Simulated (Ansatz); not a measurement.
# What SiC (model cell, started as layered BN type) distorts into

Which phase does SiC (model cell, started as layered BN type) fall into along its unstable mode, and how much energy does it gain?

Main program and level: Ansatz 0.2.0; DFT PBEsol, scalar-relativistic, plane waves, PAW.

The structure was built from a prototype and need not be the compound's stable phase.

### Step 1. Starting point

It takes space group P6_3/mmc (No. 194, hexagonal). The conventional cell has a = 3.168 Å, b = 3.168 Å, c = 4.686 Å, α = 90.00°, β = 90.00°, γ = 120.00°. Nearest to Si lie 3 C at 1.83 Å. Nearest to C lie 3 Si at 1.83 Å. Farther neighbours are not listed.

### Step 2. Phonons on a q mesh

The cell comes from relaxations at this level that are not shown. Stability and thermal properties need the whole zone. Linear response on a 3×3×2 q mesh gives force constants as far as a supercell of that size would.

input.yaml

```yaml
crystal:
  lattice:
    - [3.1677838643, 0.0, 0.0]
    - [-1.5838919322, 2.7433813001, 0.0]
    - [0.0, 0.0, 4.6859849543]
  atoms:
    - { symbol: Si, position: [0.3333333333, 0.6666666667, 0.25] }
    - { symbol: Si, position: [0.6666666667, 0.3333333333, 0.75] }
    - { symbol: C, position: [0.6666666667, 0.3333333333, 0.25] }
    - { symbol: C, position: [0.3333333333, 0.6666666667, 0.75] }
kpoints:
  mp_grid: { grid: [15, 15, 8] }
hamiltonian:
  xc: pbesol
scf:
  occupations: { method: methfessel_paxton, width: 0.15 }
output:
  eigenvalues: true
phonons:
  method: dfpt
  qmesh: [3, 3, 2]
  temperatures: { t_max: 1000, t_step: 50 }
  qpath:
    path:
      - [[0.0, 0.0, 0.0], [0.5, 0.0, 0.0], [0.33333333, 0.33333333, 0.0], [0.0, 0.0, 0.0], [0.0, 0.0, 0.5], [0.5, 0.0, 0.5], [0.33333333, 0.33333333, 0.5], [0.0, 0.0, 0.5]]
      - [[0.5, 0.0, 0.5], [0.5, 0.0, 0.0]]
      - [[0.33333333, 0.33333333, 0.5], [0.33333333, 0.33333333, 0.0]]
    npoints: 10
```

On the command line:

```console
> ansatz run input.yaml --threads 4 --pin off --max-ram 7168MiB --backend cpu --events-out ev --progress --plain --runs-dir out
```

Numbers of over 12 decimals in the logs are rounded to 6 here.

The log of the run:

```text
Warning: phonons: the dynamical matrix that this run interpolates holds no multipole term above the dipole-dipole one, and a site of this crystal is no centre of inversion, so its interpolated transverse optical and acoustic branches and sound speeds can stay off near Gamma, and the density of states and the thermodynamics with them. What a run solves at a wave vector of phonons.qpoints, Gamma apart, where the deck admits one, is free of this, and under fd what a larger phonons.supercell samples
Engine: ansatz 0.2.0, x86_64-unknown-linux-gnu
Pseudopotentials: kind: paw
Pseudopotential: Si, paw, valence charge 4, recommended cutoff 420 eV (normal), Si.paw.azcp
Pseudopotential: C, paw, valence charge 4, recommended cutoff 420 eV (normal), C.paw.azcp
Functional definition: PBEsol
  exchange = pbesol_x
  correlation = pbesol_c
Crystal: 4 atoms, lattice volume = 40.723 Å³
Basis set: ecut = 420 eV, 795 PW (Γ), exchange–correlation on 48×48×64 points (8 copies of the dense FFT grid, shifted against one another)
Bands: 12, of which v1, the nominal top of the filled ones, is band 8 counted from 1 (7 counted from 0)
Symmetry: 24 space group operations
k-points: 135 of 1800
Non-local potential: Si, projectors of the file, l = 0: 2, l = 1: 2, l = 2: 2
Non-local potential: C, projectors of the file, l = 0: 2, l = 1: 2, l = 2: 1
PAW form: soft (Blöchl's): semilocal exchange-correlation on the pseudo side does not see the compensation charge
PAW frozen core: Si, regenerated for the run's functional, and the local potential with it (the file was generated under x = pbe(κ = 0.804, μ = 0.219515), c = pbe(β = 0.066725))
PAW frozen core: C, regenerated for the run's functional, and the local potential with it (the file was generated under x = pbe(κ = 0.804, μ = 0.219515), c = pbe(β = 0.066725))
PAW one-centre angular grid: Si, 110 points (default); XC on 64 Gauss nodes
PAW one-centre angular grid: C, 110 points (default); XC on 64 Gauss nodes
Initial density: superposition of atomic densities (neutral atoms: chi_scale 0, normalization atom), corrected by the library's trained network
Initial wavefunctions: pseudopotential atomic-orbital guess
Functional: x = pbesol(κ = 0.804, μ = 0.123457), c = pbesol(β = 0.046)
SCF iter   1: F=—  HF=-1735.636613 eV  |F-HF|=—  |Δ(HF+E_count)|=         —  Δρ=3.92e-3  dr2=6.78e-3  ethr=1.77e-3  ⟨swp⟩=5.1  Hψ=10459  notcnv=0
preconditioner: auto → none  [metal: Δε(μ)=0.052 eV  Ē_g=11.513 eV  σ=0.150 eV  W_gap=0.29  n_scr=8 (ndim 8)  ℏωp=23.3 eV  f_vac=0.000  D(μ)=0.20/eV (n_scr^D=0)  sad-step TF]
SCF iter   2: F=—  HF=-1735.635733 eV  |F-HF|=—  |Δ(HF+E_count)|=   8.81e-4  S|Δr|=    0.00e0  Δρ=1.75e-3  dr2=1.34e-3  ethr=4.24e-5  ⟨swp⟩=1.3  Hψ=2957  notcnv=0
SCF iter   3: F=—  HF=-1735.635534 eV  |F-HF|=—  |Δ(HF+E_count)|=   1.99e-4  S|Δr|=    0.00e0  Δρ=4.35e-4  dr2=8.56e-5  ethr=8.35e-6  ⟨swp⟩=2.0  Hψ=2682  notcnv=0
SCF iter   4: F=—  HF=-1735.635522 eV  |F-HF|=—  |Δ(HF+E_count)|=   1.15e-5  S|Δr|=    0.00e0  Δρ=7.02e-5  dr2=9.22e-7  ethr=5.35e-7  ⟨swp⟩=2.3  Hψ=2521  notcnv=0
SCF iter   5: F=—  HF=-1735.635523 eV  |F-HF|=—  |Δ(HF+E_count)|=   8.60e-7  S|Δr|=    0.00e0  Δρ=8.40e-6  dr2=1.97e-8  ethr=5.76e-9  ⟨swp⟩=2.5  Hψ=2562  notcnv=0
SCF iter   6: F=—  HF=-1735.635523 eV  |F-HF|=—  |Δ(HF+E_count)|=   3.77e-9  S|Δr|=    0.00e0  Δρ=2.97e-6  dr2=2.45e-9  ethr=1.23e-10  ⟨swp⟩=2.0  Hψ=2474  notcnv=0
SCF iter   7: F=—  HF=-1735.635523 eV  |F-HF|=—  |Δ(HF+E_count)|=  3.71e-10  S|Δr|=    0.00e0  Δρ=1.64e-7  dr2=1.23e-11  ethr=1.53e-11  ⟨swp⟩=2.8  Hψ=2958  notcnv=0
SCF iter   8: F=-1735.635523 eV  HF=-1735.635523 eV  |F-HF|=6.82e-13  |Δ(HF+E_count)|=  1.82e-12  S|Δr|=    0.00e0  Δρ=2.20e-8  dr2=1.78e-13  ethr=1.00e-12  ⟨swp⟩=5.2  Hψ=6374  notcnv=0
SCF 1 converged in 8 iterations: F = -1735.635523 eV  dr2 = 1.78e-13
  greatest PAW one-centre occupation: 0.649 electrons in one spin orbital (limit 2), on the C atom at site 3 (counted from 0), in its partial waves of l = 0
Initial density: read from a saved state, or passed on in memory by an earlier SCF of this step, an earlier step, the calling program or the single point that the run made first
iter 1 solved again at ethr=4.42e-8 eV; its pass at ethr=3.10e-3 eV (dr2=7.08e-6 eV) is discarded
SCF iter   1: F=—  HF=-1735.635523 eV  |F-HF|=—  |Δ(HF+E_count)|=         —  Δρ=2.94e-7  dr2=1.59e-11  ethr=4.42e-8  ⟨swp⟩=3.1  Hψ=15473  notcnv=0
eigensolver tolerance schedule: the retry pair's looser diagonalisation over-reported the residual by 445744.86 of it (diagonalisation noise at an unbounded share of the residual, at the tolerance the schedule requests for it); recorded, not acted on — ethr = c·dr2/N_el stays at c = 1.0e-1
preconditioner: auto → none  [insulator: Δε(μ)=0.121 eV  Ē_g=11.530 eV  σ=0.150 eV  W_gap=0.55  n_scr=8 (ndim 8)  ℏωp=23.3 eV  f_vac=0.000  D(μ)=0.20/eV (n_scr^D=0)  ε∞_Penn≈5.1]
SCF iter   2: F=—  HF=-1735.635523 eV  |F-HF|=—  |Δ(HF+E_count)|=   1.10e-7  S|Δr|=    0.00e0  Δρ=1.44e-7  dr2=4.82e-12  ethr=1.00e-12  ⟨swp⟩=2.4  Hψ=8088  notcnv=0
SCF iter   3: F=-1735.635523 eV  HF=-1735.635523 eV  |F-HF|=4.55e-13  |Δ(HF+E_count)|=  2.27e-12  S|Δr|=    0.00e0  Δρ=9.41e-8  dr2=1.62e-12  ethr=1.00e-12  ⟨swp⟩=1.0  Hψ=3780  notcnv=0
SCF 2 converged in 3 iterations: F = -1735.635523 eV  dr2 = 1.62e-12
phonons: the bands overlap, so this run is a metal and interpolates without the dipole-dipole term. If the crystal is really an insulator or semiconductor, its LO-TO splitting is missing
NSCF: frozen V_eff on 135 k-points
WARN: eigensolver did not converge in 13 slots of this pass, the one above among them; of largest residual over every band (k=31): 1 band(s) unlocked (lowest unlocked band 11, counted from 0; max residual 4.65e-4 eV among the unlocked bands, 4.65e-4 eV over every band); of lowest unlocked band (k=12): band 11
NSCF: frozen V_eff on 320 k-points
DFPT response loops at q = (0, 0, 0) (fractional): preconditioner auto → Kerker (q_TF=auto, 2.335 Å⁻¹) (partly filled bands, converged f_vac=0.000); β = 1.00, the filter's whole step (`scf.mixing.beta` (0.50) is not read by the response loops under this deck's `scf.mixing.preconditioner`; to damp them name `kerker` or `kerker_dos`, under which they read `scf.mixing.beta`, and type it under 1.00, their step now; both keys bind the ground state too); Broyden in place of MSR1
NSCF: frozen V_eff on 640 k-points
DFPT response loops at q = (0, 0, -0.5) (fractional): mixed as the last ones told, above
NSCF: frozen V_eff on 1200 k-points
DFPT response loops at q = (0, 0.333333, 0) (fractional): mixed as the last ones told, above
NSCF: frozen V_eff on 1200 k-points
DFPT response loops at q = (0, 0.333333, -0.5) (fractional): mixed as the last ones told, above
NSCF: frozen V_eff on 1200 k-points
DFPT response loops at q = (0.333333, 0.333333, 0) (fractional): mixed as the last ones told, above
NSCF: frozen V_eff on 1200 k-points
DFPT response loops at q = (0.333333, 0.333333, -0.5) (fractional): mixed as the last ones told, above
SCF converged after 8 iterations
Stability not checked: this state was not tested for a lower state beside it, because cold or Methfessel-Paxton smearing, or corrected tetrahedra, fill the levels in a way that the test cannot read (fill_not_monotonic; see scf.lower_state_search)
Free energy (F): -1735.635523 eV
Harris-Foulkes:  -1735.635523 eV  (|F-HF|=6.82e-13)
Internal energy: -1735.635834 eV  (E = F + TS)
E sigma→0 (E₀):  -1735.635601 eV
Entropy (-TS):   0.000311 eV (0.078 meV/atom)
Fermi energy:    11.720213 eV
--- Per-component energies (eV) ---
  E_band       = 60.879738
  E_kinetic    = 271.678163
  E_local      = -202.956284  (includes V_loc(G=0)·N_el)
  E_nonlocal   = 103.000944
  E_hartree    = 62.999218
  E_xc         = -209.361142
  E_vxc        = -218.489424  (∫ρ·V_xc dr)
  E_paw        = -1188.362712  (= ΣΔE_a)
  E_vpaw       = -18.352131  (= ΣTr[D̂ρ^β])
  E_aug_tail   = 0.000028  (compensation charges beyond the density's cutoff)
  E_ewald      = -572.739373
  E_core_change = 0.105322  (= ΣΔE_core)
  E_smearing   = 0.000311  (= −TS)
  E_closure    = 0.000000  (closes the sum)
  Σ components = -1735.635523   (vs F -1735.635523, Δ=0.00e0)
--- Band table (eV; the first three rows and the last of 135) ---
  k-point 0: bands = [... 4 lower, 7.3276, 9.0085, 9.0085, 12.3537, 12.8073, 15.5120, 15.5120, 16.1630]
  k-point 1: bands = [... 4 lower, 7.3822, 8.9340, 8.9340, 11.7915, 12.9036, 15.5221, 15.5221, 16.5249]
  k-point 2: bands = [... 4 lower, 7.5412, 8.7271, 8.7271, 10.4918, 13.1942, 15.5963, 15.5963, 16.3771]
  k-point 134: bands = [... 4 lower, 3.7590, 3.7590, 9.9633, 9.9633, 14.0143, 14.0143, 17.0232, 17.0232]
--- Phonons (Γ-DFPT): 4 representative perturbations + reference (Σ response iterations 12) ---
  ASR residual: 2.513e-5 → 0.000e0 eV/Å²; symmetrization residual: 3.006e-7 eV/Å²
  ASR residual per site (eV/Å²): 2.51e-5 2.51e-5 1.65e-5 1.65e-5
  Γ frequencies (cm⁻¹): -592.93 -88.01 0.00 0.00 0.00 212.39 212.39 586.02 916.03 916.03 925.13 925.13
--- Phonons (arbitrary-q DFPT): 6 irreducible q on the 3×3×2 mesh ---
  q = [0.0000, 0.0000, 0.0000] (star 1, of the zone-centre solve; hermiticity 2.21e-8, symmetrization 9.88e-12): -592.93 -88.01 -0.00 0.00 0.00 212.39 212.39 586.02 916.03 916.03 925.13 925.13
  q = [0.0000, 0.0000, -0.5000] (star 1, 4 solved perturbations in 910 linear systems a pass and spin channel, the states on 320 of 1800 k-point pairs; hermiticity 2.80e-8, symmetrization 6.67e-9): 148.54 148.54 177.48 177.48 177.48 177.48 543.20 543.20 920.35 920.35 920.35 920.35
  q = [0.0000, 0.3333, 0.0000] (star 6, 6 solved perturbations on 600 of 1800 k-point pairs; hermiticity 1.93e-8, symmetrization 2.28e-11): -477.24 -259.01 211.05 275.55 317.27 468.67 523.01 525.77 883.55 897.58 917.21 971.38
  q = [0.0000, 0.3333, -0.5000] (star 6, 6 solved perturbations on 600 of 1800 k-point pairs; hermiticity 1.33e-8, symmetrization 2.76e-9): 81.56 81.56 290.71 290.71 313.91 313.91 548.70 548.70 902.86 902.86 925.87 925.87
  q = [0.3333, 0.3333, 0.0000] (star 2, 4 solved perturbations in 1660 linear systems a pass and spin channel, the states on 600 of 1800 k-point pairs; hermiticity 7.39e-8, symmetrization 2.18e-8): -365.69 -365.69 383.73 428.68 428.68 464.25 550.02 550.02 839.61 839.61 904.64 968.47
  q = [0.3333, 0.3333, -0.5000] (star 2, 4 solved perturbations in 1660 linear systems a pass and spin channel, the states on 600 of 1800 k-point pairs; hermiticity 6.85e-8, symmetrization 1.38e-8): 128.85 128.85 139.29 139.29 439.66 439.66 604.06 604.06 830.97 830.97 944.97 944.97
  sum rule: each row above includes the acoustic sum rule's correction from the zone centre's row sums; it moved no ω² by more than (0.61 cm⁻¹)²
  mesh force constants: q→R imaginary residual 1.52e-16; ASR residual 2.513e-5 → 0.000e0 eV/Å²; symmetrization residual 2.842e-14 eV/Å²
  interpolated dispersion: 93 rows × 12 modes
  density of states and harmonic sums: on the 24×24×14 q-mesh, interpolated from the force constants of a 3×3×2 supercell (no non-analytic term)
  largest difference from the sums on the solved wave vectors: F 8.23e-2 eV, S 1.22e-4 and C_V 3.96e-5 eV/K
  zero-point energy: 0.370360 eV/cell   skipped modes (ω ≤ 0): 749, of them read as no rigid motion or as one in doubt: 746 (1.627e0 modes/cell left out, lowest -592.93 cm⁻¹)   left out of the sums: 1.36e-1 of the cell's modes: C_V's classical limit lies that fraction below 3 k_B per atom; for a crystal, a wire or a layer, F and S can be off by more, and a phonons.interpolated_qmesh denser along its periods is the remedy for the sampling
```

Elapsed: 40 s, on 4 threads of AMD EPYC 9R45 (Zen 5), shared host; peak memory 1 GiB; 2.5 min of CPU time.

Numbers from this step:

```yaml
volume_per_atom: 10.18 Å³
gap_on_the_k_mesh: 0 eV
sum_rule_residual_before_enforcement: 2.51e-5 eV/Å²
lowest_frequency_on_the_path: -592.9 cm⁻¹
point_group: 6/mmm
highest_frequency_on_the_path_or_at_a_solved_wavevector: 973 cm⁻¹
highest_optical_mode_at_the_zone_centre_no_lo_to_term: 925.1 cm⁻¹
lowest_optical_zone_centre_mode: -592.9 cm⁻¹
lowest_mode_on_the_q_mesh_acoustic_modes_at_gamma_apart: -592.9 cm⁻¹
```

Frequencies (cm⁻¹) solved at each irreducible wavevector; negative means imaginary. Frequencies by wavevector, by row:

| q in reciprocal lattice units | star | mode 1 | mode 2 | mode 3 | mode 4 | mode 10 | mode 11 | mode 12 |
| --- | --- | --- | --- | --- | --- | --- | --- | --- |
| 0 0 0 | 1 | -592.9 | -88 | 0 | 0 | 916 | 925.1 | 925.1 |
| 0 0 -0.5 | 1 | 148.5 | 148.5 | 177.5 | 177.5 | 920.4 | 920.4 | 920.4 |
| 0 0.3333 0 | 6 | -477.2 | -259 | 211.1 | 275.6 | 897.6 | 917.2 | 971.4 |
| 0 0.3333 -0.5 | 6 | 81.6 | 81.6 | 290.7 | 290.7 | 902.9 | 925.9 | 925.9 |
| 0.3333 0.3333 0 | 2 | -365.7 | -365.7 | 383.7 | 428.7 | 839.6 | 904.6 | 968.5 |
| 0.3333 0.3333 -0.5 | 2 | 128.8 | 128.8 | 139.3 | 139.3 | 831 | 945 | 945 |

Interpolated from a 3×3×2 q mesh. The phonon branches at the labelled points (cm⁻¹):

| point | branch 1 | branch 2 | branch 3 | branch 4 | branch 9 | branch 10 | branch 11 | branch 12 |
| --- | --- | --- | --- | --- | --- | --- | --- | --- |
| Γ | -593 | -88 | 0 | 0 | 916 | 916 | 925 | 925 |
| halfway | -520 | -211 | 178 | 208 | 898 | 909 | 921 | 969 |
| M | -421 | -316 | 233 | 349 | 863 | 897 | 914 | 937 |
| halfway | -406 | -328 | 310 | 378 | 856 | 872 | 900 | 959 |
| K | -366 | -366 | 384 | 429 | 840 | 840 | 905 | 968 |
| halfway | -500 | -234 | 233 | 240 | 900 | 904 | 913 | 971 |
| Γ | -593 | -88 | 0 | 0 | 916 | 916 | 925 | 925 |
| halfway | -318 | 98 | 105 | 105 | 917 | 917 | 924 | 924 |
| A | 148 | 148 | 178 | 178 | 920 | 920 | 920 | 920 |
| halfway | 91 | 91 | 266 | 266 | 908 | 908 | 935 | 935 |
| L | 77 | 77 | 222 | 222 | 898 | 898 | 899 | 899 |
| halfway | 87 | 87 | 196 | 196 | 856 | 856 | 932 | 932 |
| H | 129 | 129 | 139 | 139 | 831 | 831 | 945 | 945 |
| halfway | 80 | 80 | 304 | 304 | 903 | 903 | 935 | 935 |
| A | 148 | 148 | 178 | 178 | 920 | 920 | 920 | 920 |
| jump to L | 77 | 77 | 222 | 222 | 898 | 898 | 899 | 899 |
| halfway | -307 | -249 | 260 | 288 | 875 | 892 | 911 | 923 |
| M | -421 | -316 | 233 | 349 | 863 | 897 | 914 | 937 |
| jump to H | 129 | 129 | 139 | 139 | 831 | 831 | 945 | 945 |
| halfway | -282 | -282 | 345 | 345 | 836 | 836 | 918 | 964 |
| K | -366 | -366 | 384 | 429 | 840 | 840 | 905 | 968 |

Symmetry leaves 6 wavevectors to solve. The lowest mode among them, the acoustic zeros apart, lies at Γ and is imaginary, 592.9i cm⁻¹, so the energy falls along it.

### Step 3. The mode frozen in, largest atomic shift 0 Å

The mode followed lies at Γ with frequency 592.9i cm⁻¹, the softest among the wavevectors solved. At small amplitude the distorted cell has space group no. 186 by a symmetry search on the positions. The undistorted cell that holds it gives the zero of energy on the same k mesh.

input.yaml, the sections that differ from step 2:

```yaml
output:
  forces: true
  stress: true
  eigenvalues: true
# crystal, kpoints, hamiltonian, scf: as in step 2
# phonons: removed
```

The log of the run:

```text
[...]
Crystal: 4 atoms, lattice volume = 40.723 Å³
Basis set: ecut = 420 eV, 795 PW (Γ), exchange–correlation on 48×48×64 points (8 copies of the dense FFT grid, shifted against one another)
Bands: 12, of which v1, the nominal top of the filled ones, is band 8 counted from 1 (7 counted from 0)
Symmetry: 24 space group operations
[...]
k-points: 135 of 1800
[...]
--- Band table (eV; the first three rows and the last of 135) ---
  k-point 0: bands = [... 4 lower, 7.3275, 9.0084, 9.0084, 12.3537, 12.8073, 15.5120, 15.5120, 16.1629]
  k-point 1: bands = [... 4 lower, 7.3821, 8.9339, 8.9339, 11.7914, 12.9037, 15.5221, 15.5221, 16.5249]
  k-point 2: bands = [... 4 lower, 7.5411, 8.7270, 8.7270, 10.4918, 13.1942, 15.5962, 15.5962, 16.3771]
  k-point 134: bands = [... 4 lower, 3.7589, 3.7589, 9.9633, 9.9633, 14.0143, 14.0143, 17.0232, 17.0232]
[key lines of the parts left out:]
SCF converged after 5 iterations
Free energy (F): -1735.635523 eV
Fermi energy:    11.720207 eV
P = ⅓ Tr σ = 0.0000 GPa (0.000 kbar)
```

The job ended after 0.4 s (4 threads; peak memory 0.41 GiB).

Numbers from this step:

```yaml
pressure: 2.69e-5 GPa
energy_from_the_undistorted_cell: 0 meV/atom
```

The run ends at a pressure of 0.00 GPa.

### Step 4. The mode frozen in, largest atomic shift 0.32 Å

The atoms are moved along the unstable eigenvector, the largest shift by 0.32 Å, with the cell fixed.

input.yaml, the sections that differ from step 3:

```yaml
crystal:
  lattice:
    - [3.1677838643, 0.0, 0.0]
    - [-1.5838919322, 2.7433813001, 0.0]
    - [0.0, 0.0, 4.6859849543]
  atoms:
    - { symbol: Si, position: [0.3333333333, 0.6666666667, 0.2207952275] }
    - { symbol: Si, position: [0.6666666667, 0.3333333333, 0.7207952275] }
    - { symbol: C, position: [0.6666666667, 0.3333333333, 0.3182887383] }
    - { symbol: C, position: [0.3333333333, 0.6666666667, 0.8182887383] }
# kpoints, hamiltonian, scf, output: as in step 3
```

The log of the run:

```text
[...]
Crystal: 4 atoms, lattice volume = 40.723 Å³
Basis set: ecut = 420 eV, 795 PW (Γ), exchange–correlation on 48×48×64 points (8 copies of the dense FFT grid, shifted against one another)
Bands: 12, of which v1, the nominal top of the filled ones, is band 8 counted from 1 (7 counted from 0)
Symmetry: 12 space group operations
[...]
k-points: 135 of 1800 (time reversal used)
[...]
--- Band table (eV; the first three rows and the last of 135) ---
  k-point 0: bands = [... 4 lower, 7.6541, 9.4864, 9.4864, 10.6957, 12.9293, 15.6130, 15.6130, 16.2234]
  k-point 1: bands = [... 4 lower, 7.7122, 9.4033, 9.4033, 10.3231, 13.0277, 15.6178, 15.6178, 16.2979]
  k-point 2: bands = [... 4 lower, 7.8819, 9.1731, 9.1731, 9.3432, 13.3235, 15.6895, 15.6895, 16.1055]
  k-point 134: bands = [... 4 lower, 3.9965, 3.9965, 8.9502, 8.9502, 15.4419, 15.4419, 16.7001, 16.7001]
[key lines of the parts left out:]
SCF converged after 6 iterations
Free energy (F): -1736.924348 eV
Fermi energy:    11.124782 eV
P = ⅓ Tr σ = 1.9748 GPa (19.748 kbar)
```

Elapsed: 0.63 s, on 4 threads; peak memory 0.45 GiB; 2.1 s of CPU time.

This step gave:

```
pressure                         : 1.975 GPa
gap on the k-mesh                : 0.9033 eV
energy from the undistorted cell : -322.2 meV/atom
```

The energy, extrapolated to zero smearing, is -322.19 meV/atom against the undistorted cell.

The run ends at a pressure of 1.97 GPa, with forces up to 0.84 eV/Å.

### Step 5. Energy along the mode, all amplitudes (two of the runs are shown above)

An imaginary frequency means negative curvature, so the energy should fall and then rise again as anharmonic terms take over.

This step gave:

* depth at the lowest point sampled: 322.2 meV/atom
* largest atomic shift at that point: 0.32 Å

Energy from the parent against largest atomic shift:

| largest atomic shift (Å) | energy from the parent (meV/atom) |
| --- | --- |
| 0.000 | 0 |
| 0.040 | -8.79 |
| 0.080 | -34.4 |
| 0.140 | -98.8 |
| 0.220 | -211 |
| 0.320 | -322 |
| 0.450 | -220 |
| 0.600 | 756 |

Displacement at unit largest shift by atom:

| atom | x (Å) | y (Å) | z (Å) | size |
| --- | --- | --- | --- | --- |
| Si1 | 0.00 | 0.00 | -0.43 | 0.43 |
| Si2 | 0.00 | 0.00 | -0.43 | 0.43 |
| C3 | 0.00 | 0.00 | 1.00 | 1.00 |
| C4 | 0.00 | 0.00 | 1.00 | 1.00 |

The lowest of the steps tried is at 0.32 Å, 322 meV/atom below the parent; the bottom of the well need not coincide with a step.

(Part 1 of 3 ends here.)

[Logs are printed without paths, hosts, clocks, repeated set-up lines and the standing remarks that a program may print on its own settings, such as how far it seeks lower states.]

[Hosts, paths, dates, database ids (printed as entryN), source tags and the programs' standing remarks are cut or masked in the printed files.]
